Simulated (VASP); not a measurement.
A run of VASP 6.6.1:

File POSCAR:

```
Ge
1.0
    0.0000000000      2.8290000000      2.8290000000
    2.8290000000      0.0000000000      2.8290000000
    2.8290000000      2.8290000000      0.0000000000
Ge
2
Direct
    0.0000000000      0.0000000000      0.0000000000
    0.2500000000      0.2500000000      0.2500000000
```

Contents of INCAR.step1:

```
PREC = Accurate
ENCUT = 520
EDIFF = 1E-5
ISMEAR = 0
SIGMA = 0.02
LREAL = False
LASPH = True
NELM = 60
ALGO = Normal
ISIF = 2
LWAVE = True
LCHARG = False
NBANDS = 21
GGA = PE
```

INCAR.step2

```
PREC = Accurate
ENCUT = 520
EDIFF = 1E-7
ISMEAR = 0
SIGMA = 0.02
LREAL = False
LASPH = True
NELM = 60
ALGO = Normal
ISIF = 2
LWAVE = False
LCHARG = False
GGA = PE
LHFCALC = True
HFSCREEN = 0.2
PRECFOCK = Fast
NBANDS = 21
ISTART = 1
```

The input KPOINTS:

```
regular mesh
0
Gamma
  6 6 6
```

Potentials or basis: VASP PAW PBE potentials, release 64 (Ge_d).

Run with:

```sh
$ cat potpaw_PBE.64/Ge_d/POTCAR > POTCAR
$ cp INCAR.step1 INCAR
$ mpirun -np 1 vasp_std > vasp.out
$ cp INCAR.step2 INCAR
$ mpirun -np 1 vasp_std > vasp.out
```

Hardware: 1 thread of Intel(R) Xeon(R) 6975P-C (Granite Rapids) (shared host).

Problem. How long does it take, and how much memory?

Solution. Wall time 32 min on 1 thread of Intel(R) Xeon(R) 6975P-C (Granite Rapids), on a shared host, peak memory 0.28 GiB. Counts: scf iterations 14, k points 16.
